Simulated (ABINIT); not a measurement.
## ZrSe2: band structure with rPW86PBE

**What was measured.**

“Stress-Tuned Optical Transitions in Layered 1T-MX2 (M= Hf, Zr, Sn; X= S, Se) Crystals”, 2022, arxiv:2210.12074 quotes, for a bulk crystal of ZrSe2: band gap 1.2 eV (indirect).

The system is ZrSe2.

```xyz
3
Lattice="3.7980 0.0000 0.0000 -1.8990 3.2892 0.0000 0.0000 0.0000 6.1920" Properties=species:S:1:pos:R:3 pbc="T T T"
Zr    0.0000    0.0000    0.0000
Se    1.8990    1.0964    4.6440
Se    0.0000    2.1928    1.5480
```

- Program: ABINIT 10.8.3 (patched build)
- Task: band structure
- Functional: rPW86PBE
- Potentials or basis: JTH PAW PBE v2.0
- Cutoff: 463 eV
- k mesh: 8 × 8 × 5
- Occupations: fermi-dirac, width 0.05 eV
- Spin: no spin polarisation
- Fine-grid cutoff: 925.187 eV
- Exchange and correlation inside the PAW spheres: full angular mesh (pawxcdev 0, this build's default; the released program takes 1)

```json
{
 "Pressure": "5.2 GPa",
 "Largest force": "0.593 eV/Å",
 "Band gap on the k mesh": "0.43 eV, indirect (least direct gap 1.06 eV)",
 "Band gap along the path": "0.39 eV, indirect (least direct gap 1.06 eV)",
 "Valence electrons inside the program's atomic spheres": "Zr 8.94; Se 4.03"
}
```

Forces in eV/Å, atoms in the order of the input:
```
Zr   0.000  0.000  0.000
Se   0.000  0.000 -0.593
Se   0.000  0.000  0.593
```

Stress tensor (GPa, compression positive):
```
5.08 0.00 0.00
0.00 5.08 0.00
0.00 0.00 5.53
```

Levels at the corners of the path, in eV from the valence-band top:
| point | band 9 | band 10 | band 11 | band 12 | band 13 | band 14 | band 15 | band 16 |
| --- | --- | --- | --- | --- | --- | --- | --- | --- |
| Γ | -2.72 | -0.06 | -0.06 | -0.01 | 1.05 | 1.05 | 1.58 | 4.31 |
| M | -2.66 | -2.50 | -2.13 | -1.35 | 0.59 | 2.49 | 2.84 | 4.81 |
| K | -3.52 | -2.29 | -2.29 | -1.72 | 1.70 | 2.59 | 2.59 | 4.04 |
| Γ | -2.72 | -0.06 | -0.06 | -0.01 | 1.05 | 1.05 | 1.58 | 4.31 |
| A | -2.68 | -2.09 | -0.23 | -0.23 | 1.03 | 1.03 | 1.96 | 4.71 |
| L | -2.68 | -2.52 | -1.04 | -0.96 | 0.39 | 2.49 | 2.82 | 4.46 |
| H | -3.33 | -2.35 | -2.00 | -2.00 | 1.76 | 2.20 | 2.20 | 4.85 |
| A | -2.68 | -2.09 | -0.23 | -0.23 | 1.03 | 1.03 | 1.96 | 4.71 |

It took 69 s on 1 thread of Arm Neoverse V2, on a shared host, peak memory 0.14 GiB.

Measured gap of ZrSe2: 1.2 eV (indirect; quoted in “Stress-Tuned Optical Transitions in Layered 1T-MX2 (M= Hf, Zr, Sn; X= S, Se) Crystals”, 2022, arxiv:2210.12074). This calculation gives 0.39 eV (-0.81 eV). Spin-orbit coupling on Se, Zr is left out. The value is that of rPW86PBE, without temperature or zero-point motion.

Caveat: the PAW data sets were made with another functional, which shifts forces and pressure a little.
